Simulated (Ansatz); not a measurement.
**W: stationary points along a deformation path**

Method: DFT PBE, scalar-relativistic, plane waves, PAW (Ansatz 0.2.0). The runs took a 420 eV cutoff, a Γ-centred 24×24×24 mesh and Gaussian smearing (0.15 eV). Spin–orbit coupling is left out, which can shift energies with elements as heavy as these. No spin polarisation. Energies are free energies at this smearing, counted from the undisturbed cell; pressure is positive in compression.

The starting cell (as given, not relaxed at this level; it stands at -3.0 GPa):

```
CELL_PARAMETERS angstrom
-1.59730 1.59730 1.59730
1.59730 -1.59730 1.59730
1.59730 1.59730 -1.59730
ATOMIC_POSITIONS crystal
W 0.00000 0.00000 0.00000
```

At fixed volume and fractional coordinates, lengths along (0.000, 0.000, 1.000) are scaled against those across it; ρ is that ratio over its starting value. V = 16.301 Å³/atom. Δσ is the stress along the axis less the mean stress across it (compression positive).

```csv
ρ,ΔE (meV/atom),Δσ (GPa),space group
0.650,1090.3,89.13,I4/mmm
0.707,699.0,48.92,I4/mmm
0.780,464.5,29.80,I4/mmm
0.850,265.3,40.08,I4/mmm
0.920,75.8,25.89,I4/mmm
0.960,18.5,13.41,I4/mmm
1.000,0.0,0.00,Im-3m
1.050,24.5,-14.26,I4/mmm
1.100,86.9,-24.70,I4/mmm
1.200,256.5,-30.30,I4/mmm
1.300,408.0,-22.76,I4/mmm
1.414,480.5,-0.05,Fm-3m
1.500,451.3,11.66,I4/mmm
```

Task: How does the stress give the slope of the energy, and where is the energy stationary?

Result: Along the path d ln(length) is 2/3 d ln ρ on the axis and −1/3 d ln ρ across it, so dE/d ln ρ = −(2/3) V Δσ: the energy falls with ρ where Δσ is positive. Δσ vanishes or changes sign at ρ = 1.000 (Im-3m), a minimum at 0.0 meV/atom; at ρ = 1.414 (Fm-3m), a maximum at 480.5 meV/atom. Pairs of stationary points between two samples would go unseen, and could change a minimum read from distant neighbours into a maximum. At ρ = 1.000, 1.414 the cell is cubic, where symmetry alone makes the stress isotropic and the slope zero.

Task: Which shear constant sets the curvature at ρ = 1?

Result: For a cubic crystal E/V = (2/3) C (ln ρ)² with C = C′ = (C11 − C12)/2, so Δσ = −2C ln ρ. The parabola of Δσ against ln ρ through ρ = 0.960, 1 and 1.050 gives C ≈ 156 GPa with the ions clamped, rough because the steps are large. It is the stress–strain coefficient at this cell's pressure of -3.0 GPa, not the zero-pressure constant.

Task: Integrate that slope from ρ = 1 to 0.850 by the trapezoid rule.

Result: With V/N in Å³ and 1 eV/Å³ = 160.2 GPa the slopes at ρ = 1.000, 0.960, 0.920, 0.850 are 0, -910, -1756, -2719 meV/atom per unit of ln ρ. The steps add 18.6 + 56.7 + 177.1 = 252.4 meV/atom, against 265.3 from the energies; the trapezoid rule misses the curvature of the slope within each step.

In a metal these slopes depend on the k mesh and the smearing.